Changing the density functional typically moves the cell edge of a metal by about one per cent, and the volume by about three times as much. In a metal as stiff as ruthenium, squeezing the volume by three per cent takes roughly ten gigapascals. A calculation that takes its cell from one functional and its energies from another can therefore start under a large stress that is no property of the metal. How far can the cell for one functional be foretold from the cells that others give for the same crystal?

Plane-wave PAW DFT with GPAW 26.7.0 and D3 dispersion for hexagonal close-packed Ru (2 atoms per cell), with cell and atoms relaxed and no spin polarisation or spin–orbit coupling. The runs use a 600 eV cutoff, an 8 × 8 × 5 k mesh and Fermi–Dirac smearing of 0.05 eV. Volume changes are relative to the starting cell (a = 2.7058 Å, c = 4.2819 Å).

```
functional                                           potentials  volume change (%)  relaxed length a (Å)  relaxed length c (Å)
       PBE                 GPAW-PAW-data-sets-(gpaw-data-1.2.1)                  ?                     ?                     ?
    PBEsol  PAW-data-sets-made-by gpaw-setup-for-the-functional             -4.420               2.66600                 4.216
    revPBE                 GPAW-PAW-data-sets-(gpaw-data-1.2.1)             -2.500               2.68420                 4.242
      RPBE                 GPAW-PAW-data-sets-(gpaw-data-1.2.1)             -0.880               2.69940                 4.265
      BLYP  PAW-data-sets-made-by gpaw-setup-for-the-functional             -0.870               2.69950                 4.264
     M06-L                 GPAW-PAW-data-sets-(gpaw-data-1.2.1)             -3.120               2.67530                 4.244
```

The missing row is PBE, with a D3 dispersion correction like all the others. The known rows are all hexagonal close-packed metals, and all are smaller than the start cell. They were not all relaxed to the same pressure, however: PBEsol ends near 1 GPa and BLYP near 2 GPa, while the other three end close to zero. The equal volume changes of RPBE and BLYP are thus a coincidence of settings.

The stresses at the first and last steps of four runs give a stiffness of about 314 GPa, so each gigapascal costs about 0.3 % of the volume. At zero pressure BLYP would sit near −0.2 %, clearly above RPBE. The order from the smallest cell to the largest is then PBEsol, M06-L, revPBE, RPBE, BLYP.

Theory offers a reason for much of this order. In a perfectly uniform electron gas, PBE and its relatives PBEsol, revPBE and RPBE all give the same exchange energy. They part where the density varies, because each multiplies the uniform-gas exchange by a factor that grows with the reduced gradient s, the steepness of the density relative to its own local scale. When atoms move apart, the density between them thins and s rises there. A functional that rewards large s more strongly therefore makes expansion cheaper and favours a larger cell.

For PBE the reward, which is the part of the factor above 1, is

F = κ − κ / (1 + μs²/κ)

Here μ sets how fast the reward starts and κ is the ceiling that it approaches at very large s. PBEsol starts more slowly, revPBE has a higher ceiling, and RPBE keeps the start and ceiling of PBE but climbs towards the ceiling faster. In order of reward at s = 1, the family runs PBEsol, PBE, revPBE, RPBE.

Dispersion pulls the other way, since D3 adds an attraction between atoms whose strength is adjusted to each functional. Two rows show how widely that strength varies. M06-L has a D3 energy of only −0.20 eV per cell and is small all the same; BLYP has the largest, more than ten times as strong, and still ends with the largest cell. The strength of D3 alone thus cannot order the table. Neither row helps to place PBE, because both functionals are built differently from the PBE family, and M06-L probably also ran on potentials that were not made for it.

Within the family, revPBE and RPBE show the effect that the exchange argument misses. Their rewards at s = 1 are almost equal, yet their volumes differ by 1.5 points at zero pressure, of which a line in F explains only 0.2. The D3 energy of revPBE is stronger by about 0.4 eV per cell, which makes dispersion the likely cause. A run without D3 would be needed to settle it, because what contracts a cell is the change of the D3 energy with volume and not its size.

The simple model is a straight line of zero-pressure volume change against F at s = 1, fitted to PBEsol, revPBE and RPBE. For PBE, μ is about 0.22 and κ about 0.80:

F = 0.80 − 0.80 / (1 + 0.22/0.80) = 0.1725

volume change = −7.23 + 29.7 × 0.1725 ≈ −2.1 %

Three points and two constants make a weak line, and it misses revPBE by 0.7 points even though that row was part of the fit. Evaluating the reward at s = 0.7 instead moves the answer only to −1.9 %. The real uncertainty is the D3 attraction of PBE, so the error bar is a judgement: somewhat more than half the gap between revPBE and RPBE. The shape is easier, because the three relatives have nearly the same ratio c/a. If PBE ends near zero pressure, the predictions are:

volume change: −2.1 %, between −3.0 and −1.2 %
c/a: 1.581, between 1.579 and 1.583
relaxed length a: 2.688 Å, between 2.680 and 2.696 Å
relaxed length c: 4.249 Å, between 4.235 and 4.263 Å

PBE should thus have a larger cell than PBEsol and a smaller one than RPBE. Its order against revPBE is left open, since the small difference in exchange could be overturned by dispersion.

The withheld rows as computed:

```
functional                            potentials  volume change (%)  relaxed length a (Å)  relaxed length c (Å)
       PBE  GPAW-PAW-data-sets-(gpaw-data-1.2.1)             -1.480               2.69350                 4.257
```

All four values fall inside their ranges, and PBE does lie between PBEsol and RPBE. The computed volume change is −1.48 %, so the line made the cell too small by 0.6 points of the start volume. Both lengths were predicted slightly too short, by less than 0.01 Å. The ratio c/a agrees to within 0.001, which means that the error lies in the size of the cell and hardly in its shape.

The miss has an instructive direction. PBE rewards gradients less than revPBE does, so exchange alone would give it the smaller cell, yet its cell is larger by about one point. The two functionals share their correlation, and the runs used the same family of potentials. What remains is mainly D3, and the PBE run fits that explanation: its D3 energy is −1.13 eV per cell, against −1.89 eV for revPBE. Pressure is not the cause, since the PBE run ended at about 0.1 GPa and the revPBE run at about 0.4 GPa, a difference worth less than 0.1 points of volume. That the weaker D3 energy also means a weaker contraction is still an inference, because none of these runs leaves D3 out.

Seen this way, revPBE dragged the line down. In hindsight, a line through PBEsol and RPBE alone can be tried. PBE lies (0.1725 − 0.1043) / (0.1923 − 0.1043) = 0.775 of the way between them in F, which gives

−4.07 + 0.775 × (4.07 − 0.87) ≈ −1.6 %

That is close to the computed value, but it was worked out after the answer was known and does not count as a successful prediction.

For a related functional, the first question is how strongly its exchange rewards gradients, and the second is how strongly its own dispersion correction pulls the atoms together. The first probably sets PBEsol apart here, since it has the smallest cell of its family although its D3 energy is the weakest there, but its correlation also differs from that of PBE. The second may reverse the order of close neighbours, as it probably does for PBE and revPBE. These cells therefore do not show how the functionals would rank without D3. A pairwise correction also neglects the screening by the electrons of a metal, so its pull can be expected to be too strong here. The coarse k mesh is common to all rows, so the differences deserve more trust than the absolute lengths. The fitted lines and their misses are in the output below.

Printed output of the fit:

```
Stiffness from first and last step, mean of four rows, GPa: 314.4
Stiffness, largest less smallest of the four rows, GPa: 11.7
PBEsol volume change at zero pressure, %: -4.074
revPBE volume change at zero pressure, %: -2.385
RPBE volume change at zero pressure, %: -0.8711
BLYP volume change at zero pressure, %: -0.2163
Exchange enhancement above 1 at s of 1, PBE: 0.1725
Exchange enhancement above 1 at s of 1, PBEsol: 0.1043
Exchange enhancement above 1 at s of 1, revPBE: 0.1859
Exchange enhancement above 1 at s of 1, RPBE: 0.1923
fit of v0 on 3 rows (fam): constant -7.226 +/- 2.2, coefficient of fx 29.73 +/- 14; rms 0.541, worst revPBE 0.686, leave-one-out rms 10.2
  rows outside the fit (model, value, miss): PBE -2.096, -1.48, -0.616; BLYP -2.096, -0.2163, -1.88; M06-L -2.096, -3.137, 1.04
fit of v0 on 3 rows (fam): constant -7.128 +/- 2.4, coefficient of fy 55.22 +/- 27; rms 0.575, worst revPBE 0.718, leave-one-out rms 19
  rows outside the fit (model, value, miss): PBE -1.883, -1.48, -0.403; BLYP -1.883, -0.2163, -1.67; M06-L -1.883, -3.137, 1.25
Forecast range, low end, %: -2.996
Forecast range, high end, %: -1.196
RPBE less revPBE at zero pressure, points of %: 1.514
Part of that gap which the exchange line gives, points of %: 0.1911
D3 energy of revPBE less that of RPBE, eV per cell: -0.373
Forecast c/a for PBE, mean of three family rows: 1.581
c/a of M06-L: 1.586
Forecast a for PBE, angstrom: 2.688
Forecast c for PBE, angstrom: 4.249
Computed c/a for PBE: 1.58
Forecast less computed a for PBE, angstrom: -0.005522
Forecast less computed c for PBE, angstrom: -0.00844
```
